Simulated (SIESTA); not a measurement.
**MoP under changes of volume**

One of the cells (14.640 Å³/atom); the others are scaled copies at fixed shape and fractional positions:

```
Mo P
1.0
     3.24434    0.00000    0.00000
    -1.62217    2.80969    0.00000
     0.00000    0.00000    3.21213
Mo P
1 1
Direct
  0.00000 0.00000 0.00000
  0.33333 0.66667 0.50000
```

```yaml
Program: SIESTA 5.4.2
Functional: PBE
Potentials_or_basis: PseudoDojo 0.4 standard (PBE files)
Basis: DZP (energy shift 0.003 Ry; two zetas on semicore shells)
Grid_cutoff: 800 Ry
Energy_shift: 0.003 Ry
k_mesh: 10 × 10 × 8
Occupations: fermi-dirac, width 0.05 eV
Spin: no spin polarisation
```

```tsv
volume (Å³/atom)	energy over the lowest point (meV/atom)	pressure (GPa)
13.492	78.23	22.5
13.779	?	?
14.066	19.82	10.6
14.640	0.00	0.9
14.927	2.22	-3.2
15.214	11.42	-6.9
```

**Question.** What does the run at 13.779 Å³/atom give?

**Answer.** Energy over the lowest point 43.69 meV/atom; pressure 16.2 GPa.

Worked out: A Birch-Murnaghan fit of order 3 (a polynomial in V^(-2/3)) to the other rows has its minimum at 14.70 Å³/atom with B0 = V·E''(V) = 218 GPa and B' = 4.4 at fixed shape and positions, which overstates the stiffness. It gives 43.67 meV/atom at 13.779 Å³/atom, against the run's 43.69, and -dE/dV = 16.2 GPa, against 16.2.

Energies are extrapolated to zero smearing.

Caveats: the basis of atomic orbitals isn't converged, which shifts pressures, moduli and gaps.
